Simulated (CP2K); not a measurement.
Runs of CP2K 2026.2 on MgS (Niningerite). Symmetry: Fm-3m, No. 225, cubic system. Conventional cell: a = 5.203 Å, b = 5.203 Å, c = 5.203 Å, α = 90.00°, β = 90.00°, γ = 90.00°. Around S (site symmetry m-3m) lie 6 Mg at 2.60 Å. Around Mg (site symmetry m-3m) lie 6 S at 2.60 Å. 

| level | cutoff of the non-local correlation (Ry) | gap on the mesh (eV) | pressure (GPa) |
| --- | --- | --- | --- |
| PW91 | - | 2.87 | (a) |
| rev-vdW-DF2 | 300 | 2.81 | 1.7 |
| SCAN | - | 3.50 | 0.8 |
| revPBE | - | (b) | 4.2 |
| PBEsol | - | 2.73 | (c) |

Alike in all rows: task single point; potentials or basis POTENTIAL_UZH S GTH-PBE-q6, Mg GTH-PBE-q10; TZVP-MOLOPT-PBE-GTH basis; no spin polarisation; cell as given; k mesh 9 × 9 × 9; smearing fermi-dirac 0.05 eV.

Q: Estimate the missing entries.

A: (a) 2.7; (b) 3.01; (c) 1.1.

Caveats: the potentials were made for another functional, which shifts forces and pressure; an odd mesh through Γ misses points on the zone boundary, where band edges often lie; the basis of atomic orbitals isn't converged, which shifts pressures, moduli and gaps.

Runs at the PBE level aren't shown here.
